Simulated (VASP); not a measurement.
A run of VASP 6.6.1 is set up as follows.

INCAR

```
PREC = Accurate
ENCUT = 520
EDIFF = 1E-6
ISMEAR = 0
SIGMA = 0.01
LREAL = False
LASPH = True
NELM = 80
ALGO = Fast
ISIF = 2
LWAVE = False
LCHARG = False
GGA = PE
IVDW = 2
LORBIT = 11
```

Contents of KPOINTS:

```
Automatic mesh
0
Gamma
  1 1 1
```

The input POSCAR:

```
H3CF
1.0
   12.0000000000      0.0000000000      0.0000000000
    0.0000000000     11.0000000000      0.0000000000
    0.0000000000      0.0000000000     11.0000000000
C F H
1 1 3
Direct
    0.4895500000      0.5010136400      0.4938590900
    0.5849500000      0.4334318200      0.4778227300
    0.4172166700      0.4410318200      0.4878772700
    0.4850416700      0.5703863600      0.4229681800
    0.4921250000      0.5442500000      0.5832136400
```

Potentials or basis: VASP PAW PBE potentials, release 64 (C, F, H).

Launch:

```console
$ cat potpaw_PBE.64/C/POTCAR potpaw_PBE.64/F/POTCAR potpaw_PBE.64/H/POTCAR > POTCAR
$ mpirun -np 1 vasp_gam > vasp.out
```

(1) Predict the Hirshfeld charges.

(2) Predict the dispersion energy per atom.

(3) Predict the largest force.

Answers

(1) C -0.02; F -0.12; H +0.05 e.

(2) 0.000 eV.

(3) 1.031 eV/Å.
